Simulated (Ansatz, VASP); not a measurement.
# Cross-check of TaGe2 between VASP and Ansatz

Wanted: the spread between two codes on one cell, functional and k mesh. The two relaxations start from unlike cells of this crystal (the structure described is Ansatz's start), so only their ends are compared.

Main program and level: Ansatz 0.2.0; plane waves, with VASP 6.6.1 beside it; relaxation of cell and atoms at LDA.

## Step 1: Starting point

It takes space group P6_222 (No. 180, hexagonal). The conventional cell has a = 4.938 Å, b = 4.938 Å, c = 6.730 Å, α = 90.00°, β = 90.00°, γ = 120.00°. Nearest to Ta lie 10 Ge at 2.66 to 2.87 Å. Nearest to Ge lie 5 Ge at 2.65 to 2.87 Å and 5 Ta at 2.66 to 2.87 Å. Farther neighbours are not listed.

## Step 2: Ansatz: relaxation of cell and atoms, LDA

Ansatz runs on its default PAW (the set named soft_2) files.

The relaxed volume is the usual yardstick between codes: in a stiff, nearly cubic crystal its relative difference is about their pressure difference at one cell divided by the bulk modulus.

input.yaml

```yaml
crystal:
  lattice:
    - [4.938, 0.0, 0.0]
    - [-2.469, 4.2764334439, 0.0]
    - [0.0, 0.0, 6.73]
  atoms:
    - { symbol: Ta, position: [0.5, 0.0, 0.5] }
    - { symbol: Ta, position: [0.5, 0.5, 0.8333333333] }
    - { symbol: Ta, position: [0.0, 0.5, 0.1666666667] }
    - { symbol: Ge, position: [0.164, 0.328, 0.5] }
    - { symbol: Ge, position: [0.836, 0.164, 0.8333333333] }
    - { symbol: Ge, position: [0.672, 0.836, 0.1666666667] }
    - { symbol: Ge, position: [0.836, 0.672, 0.5] }
    - { symbol: Ge, position: [0.164, 0.836, 0.8333333333] }
    - { symbol: Ge, position: [0.328, 0.164, 0.1666666667] }
kpoints:
  mp_grid: { grid: [9, 9, 6] }
hamiltonian:
  xc: lda
scf:
  occupations: { method: gaussian, width: 0.1 }
output:
  forces: true
  stress: true
  eigenvalues: true
relax:
  adjacent_minimum: "off"
  f_tol: 0.005
  max_steps: 60
  cell: { stress_tol: 0.03 }
```

Launch:

```console
$ ansatz run input.yaml --threads 4 --pin off --max-ram 16384MiB --backend cpu --events-out ev --progress --plain --runs-dir out
```

Numbers of over 12 decimals in the logs are rounded to 6 here.

The log of the run:

```text
Engine: ansatz 0.2.0, aarch64-unknown-linux-gnu
Pseudopotentials: kind: paw
Pseudopotential: Ta, paw, valence charge 13, recommended cutoff 420 eV (normal), Ta.paw.azcp
Pseudopotential: Ge, paw, valence charge 14, recommended cutoff 420 eV (normal), Ge.paw.azcp
Functional definition: SPW92
  exchange = slater_x
  correlation = pw_c
Crystal: 9 atoms, lattice volume = 142.118 Å³
Basis set: ecut = 420 eV, 2777 PW (Γ)
Bands: 74, of which v1, the nominal top of the filled ones, is band 62 counted from 1 (61 counted from 0)
Symmetry: 12 space group operations
Space group: P6222 (ITA 180), of the structure as read, at distance tolerance 5.2e-5 Å
k-points: 48 of 486 (time reversal used)
Non-local potential: Ta, projectors of the file, l = 0: 3, l = 1: 2, l = 2: 2, l = 3: 1
Non-local potential: Ge, projectors of the file, l = 0: 2, l = 1: 2, l = 2: 3, l = 3: 1
PAW form: soft (Blöchl's): semilocal exchange-correlation on the pseudo side does not see the compensation charge
PAW frozen core: Ta, regenerated for the run's functional, and the local potential with it (the file was generated under x = pbe(κ = 0.804, μ = 0.219515), c = pbe(β = 0.066725))
PAW frozen core: Ge, regenerated for the run's functional, and the local potential with it (the file was generated under x = pbe(κ = 0.804, μ = 0.219515), c = pbe(β = 0.066725))
PAW one-centre angular grid: Ta, 590 points (default); XC on 64 Gauss nodes
PAW one-centre angular grid: Ge, 590 points (default); XC on 64 Gauss nodes
Initial density: superposition of atomic densities (neutral atoms: chi_scale 0, normalization atom), corrected by the library's trained network
Initial wavefunctions: pseudopotential atomic-orbital guess
Functional: x = slater, c = lda
SCF iter   1: F=—  HF=-54344.990981 eV  |F-HF|=—  |Δ(HF+E_count)|=         —  Δρ=5.98e-3  dr2=2.71e-2  ethr=1.77e-3  ⟨swp⟩=5.8  Hψ=14447  notcnv=0
preconditioner: auto → Kerker (q_TF=auto, 2.663 Å⁻¹)  [metal: Δε(μ)=0.026 eV  Ē_g=19.588 eV  σ=0.100 eV  W_gap=0.15  n_scr=40 (ndim 8)  ℏωp=31.0 eV  f_vac=0.000  D(μ)=4.59/eV (n_scr^D=34)]
SCF iter   2: F=—  HF=-54344.984795 eV  |F-HF|=—  |Δ(HF+E_count)|=   6.19e-3  Δρ=3.38e-3  dr2=1.13e-2  ethr=2.20e-5  ⟨swp⟩=2.0  Hψ=5568  notcnv=0  defer=1
SCF iter   3: F=—  HF=-54344.982652 eV  |F-HF|=—  |Δ(HF+E_count)|=   2.14e-3  Δρ=1.26e-3  dr2=1.88e-3  ethr=9.21e-6  ⟨swp⟩=3.0  Hψ=5772  notcnv=0  defer=1
SCF iter   4: F=—  HF=-54344.981869 eV  |F-HF|=—  |Δ(HF+E_count)|=   7.84e-4  Δρ=2.48e-4  dr2=5.92e-5  ethr=1.53e-6  ⟨swp⟩=2.0  Hψ=5644  notcnv=0  defer=1
SCF iter   5: F=—  HF=-54344.981864 eV  |F-HF|=—  |Δ(HF+E_count)|=   4.55e-6  Δρ=3.62e-5  dr2=1.46e-6  ethr=4.81e-8  ⟨swp⟩=2.0  Hψ=5650  notcnv=0  defer=1
SCF iter   6: F=—  HF=-54344.981864 eV  |F-HF|=—  |Δ(HF+E_count)|=   1.86e-7  Δρ=8.58e-6  dr2=1.29e-7  ethr=1.19e-9  ⟨swp⟩=2.0  Hψ=3816  notcnv=0  defer=1
SCF iter   7: F=-54344.981864 eV  HF=-54344.981864 eV  |F-HF|=3.54e-9  |Δ(HF+E_count)|=   2.41e-8  Δρ=1.53e-6  dr2=4.34e-9  ethr=8.13e-11  ⟨swp⟩=8.0  Hψ=13059  notcnv=0
SCF 1 converged in 7 iterations: F = -54344.981864 eV  dr2 = 4.34e-9
  greatest PAW one-centre occupation: 1.000 electrons in one spin orbital (limit 2), on the Ta atom at site 2 (counted from 0), in its partial waves of l = 0
relax step   1: F+E_penalty+E_count = -54344.98186404 eV  Δ(F+E_penalty+E_count) = +0.000e0 eV  max|allowed force component| = 3.014e-2 eV/Å  Δτ_max = 0.0000 Å  P = -3.511 GPa  Ω = 142.118 Å³  (7 SCF iters, dr2 threshold 1.00e-7 eV, accepted)
[...]
relax step   4: F+E_penalty+E_count = -54345.01560048 eV  Δ(F+E_penalty+E_count) = -1.082e-4 eV  max|allowed force component| = 3.664e-5 eV/Å  Δτ_max = 0.0001 Å  P = +0.006 GPa  Ω = 139.169 Å³  energy of the carried Pulay correction = +8.616e-4 eV  (6 SCF iters, dr2 threshold 1.00e-7 eV, accepted)
[...]
relax step   5: F+E_penalty+E_count = -54345.01475042 eV  Δ(F+E_penalty+E_count) = +8.501e-4 eV  max|allowed force component| = 3.479e-5 eV/Å  Δτ_max = 0.0000 Å  P = +0.005 GPa  Ω = 139.169 Å³  stress off target by 7.08e-3 GPa  SCF on the basis re-selected at this cell (its energy is not comparable with the rows above)  (6 SCF iters)
basis re-selected at this cell: Δ(F+E_penalty+E_count) = +8.501e-4 eV, ΔP = -0.001 GPa vs the last step (what re-selecting the basis moved, of the pressure what is left beyond the Pulay correction that the steps carried, after the strain that the cell walked since its last selection, with what the two solves' SCF thresholds leave and, on support functions, any second-order correction that the steps lacked; it is no m [...]
SCF converged after 6 iterations
Free energy (F): -54345.014750 eV
Harris-Foulkes:  -54345.014750 eV  (|F-HF|=1.46e-11)
Internal energy: -54344.991992 eV  (E = F + TS)
E sigma→0 (E₀):  -54345.003371 eV
Entropy (-TS):   -0.022758 eV (-2.529 meV/atom)
Fermi energy:    16.878553 eV
--- Per-component energies (eV) ---
  E_band       = -639.478913
  E_kinetic    = 1791.236160
  E_local      = -13300.860720  (includes V_loc(G=0)·N_el)
  E_nonlocal   = 2593.024826
  E_hartree    = 5777.732897
  E_xc         = -1114.332470
  E_vxc        = -1019.445404  (∫ρ·V_xc dr)
  E_paw        = -36096.397687  (= ΣΔE_a)
  E_vpaw       = -2258.901771  (= ΣTr[D̂ρ^β])
  E_aug_tail   = 0.002169  (compensation charges beyond the density's cutoff)
  E_ewald      = -14007.623832
  E_core_change = 12.226666  (= ΣΔE_core)
  E_smearing   = -0.022758  (= −TS)
  E_closure    = 0.000000  (closes the sum)
  Σ components = -54345.014750   (vs F -54345.014750, Δ=0.00e0)
--- Forces (eV/Å), atoms counted from 1 ---
  atom   1  Ta    -0.00000000     0.00000000     0.00000000
  atom   2  Ta    -0.00000000     0.00000000    -0.00000000
  atom   3  Ta    -0.00000000    -0.00000000    -0.00000000
  atom   4  Ge    -0.00000000     0.00003479     0.00000000
  atom   5  Ge    -0.00003013     0.00001739    -0.00000000
  atom   6  Ge    -0.00003013    -0.00001739     0.00000000
  atom   7  Ge     0.00000000    -0.00003479    -0.00000000
  atom   8  Ge     0.00003013    -0.00001739     0.00000000
  atom   9  Ge     0.00003013     0.00001739    -0.00000000
  max |Σ_I F_I| component: 2.83e-17 eV/Å
--- Stress (GPa, compression-positive) ---
        0.007085       0.000000      -0.000000
        0.000000       0.007085      -0.000000
       -0.000000      -0.000000       0.000953
  P = ⅓ Tr σ = 0.0050 GPa (0.050 kbar)
--- Band table (eV; the first three rows and the last of 48) ---
  k-point 0: bands = [... 58 lower, 14.5162, 14.6540, 14.6540, 15.3685, 17.8037, 19.4359, 19.6983, 19.6983, ... 8 higher]
  k-point 1: bands = [... 58 lower, 14.7751, 14.8054, 15.2488, 15.3049, 18.0535, 19.2071, 19.7252, 19.7264, ... 8 higher]
  k-point 2: bands = [... 58 lower, 14.8441, 15.0530, 15.1749, 16.6965, 18.3302, 18.9834, 19.6434, 19.8113, ... 8 higher]
  k-point 47: bands = [... 58 lower, 16.0969, 16.0969, 16.7751, 16.7751, 17.7579, 18.8739, 18.8739, 18.8913, ... 8 higher]
--- Relaxed structure (4 steps of the walk, 3 accepted, 1 SCFs on fresh bases) ---
  F+E_penalty+E_count = -54345.01475042 eV   max|allowed force component| = 3.479e-5 eV/Å   (the final SCF, on the basis selected at the relaxed cell)
  cell:  # Å, volume = 139.1694 Å³
    - [4.903139, 0, 0]
    - [-2.451570, 4.246243, -1.0943724651559293e-18]
    - [0, -1.7222591645886355e-18, 6.684435]
  atoms:
    - { symbol: Ta, position: [0.5, 0, 0.500000] }
    - { symbol: Ta, position: [0.5, 0.5, 0.833333] }
    - { symbol: Ta, position: [0, 0.5, 0.166667] }
    - { symbol: Ge, position: [0.164079, 0.328158, 0.500000] }
    - { symbol: Ge, position: [0.835921, 0.164079, 0.833333] }
    - { symbol: Ge, position: [0.671842, 0.835921, 0.166667] }
    - { symbol: Ge, position: [0.835921, 0.671842, 0.500000] }
    - { symbol: Ge, position: [0.164079, 0.835921, 0.833333] }
    - { symbol: Ge, position: [0.328158, 0.164079, 0.166667] }
```

(Part 1 of 2 ends here.)

[Lines on the potential files, build, host, timing and source positions are cut from VASP's logs without a mark.]

[Logs are printed without paths, hosts, clocks, repeated set-up lines and the standing remarks that a program may print on its own settings, such as how far it seeks lower states.]

[Hosts, paths, dates, database ids (printed as entryN), source tags and the programs' standing remarks are cut or masked in the printed files.]
